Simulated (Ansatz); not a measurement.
Ionic part of the dielectric constant of BN at 40 GPa, mode by mode

Method: Ansatz, DFT PBE, scalar-relativistic, plane waves, PAW. Settings: 420 eV plane-wave cutoff, Γ-centred 12×12×12 mesh, fixed occupations. No spin polarisation. Phonons by linear response, acoustic sum rule imposed.

The structure is cubic, space group F-43m (No. 216). Conventional cell: a = 3.516 Å, b = 3.516 Å, c = 3.516 Å, α = 90.00°, β = 90.00°, γ = 90.00°. Around B (site symmetry -43m) lie 4 N at 1.52 Å. N (site symmetry -43m) is surrounded by 4 B at 1.52 Å.

Other phases may be more stable at this pressure.

The primitive cell has V = 10.87 Å³ and ε∞,zz = 4.531. Each polar mode adds Δε = (4.92064×10⁷/V)·S/ν² along z, with S its oscillator strength in e²/amu, ν in cm⁻¹ and V in Å³.

Problem. From these modes, find each Δε and ε0,zz.
```tsv
ν (cm⁻¹)	S_zz (e²/amu)
1147.0	0.5739
```

Solution.
| ν (cm⁻¹) | Δε |
| --- | --- |
| 1147.0 | 1.97 |

The sum is 1.975, so ε0,zz = 6.51; the run's tensor has 6.51.

Problem. Where do the longitudinal modes lie for a wave vector along z?

Solution. At 1374 cm⁻¹. The Lyddane–Sachs–Teller product Π(ν_LO/ν_TO)² = 1.44 matches ε0/ε∞ = 1.44.

Cost: 1 run of about 0.39 core-minutes, on Arm Neoverse V2 (shared hosts).

The static dielectric response of cubic BN at this pressure is mainly electronic: the lattice adds 1.97 to an ε∞ of 4.531. With two atoms in the primitive cell, the whole ionic part comes from the triply degenerate polar optical mode, and cubic symmetry makes the zz result valid for every direction. The contribution is modest because the short, strongly covalent sp³ bonds resist the relative displacement of the B and N sublattices. The light atoms explain much of the high frequency but not the small Δε, since the reduced mass cancels between S and ν², leaving the balance of effective charge against bond stiffness.

The bonds are nonetheless clearly polar, as expected from the electronegativity difference. The longitudinal mode lies at 1374 cm⁻¹ against 1147.0 cm⁻¹ for the transverse one, because the macroscopic field, screened by the electrons, adds a restoring force. The Lyddane–Sachs–Teller agreement confirms internal consistency rather than the accuracy of either frequency. A single volume cannot show whether compression strengthens or weakens the ionic response.
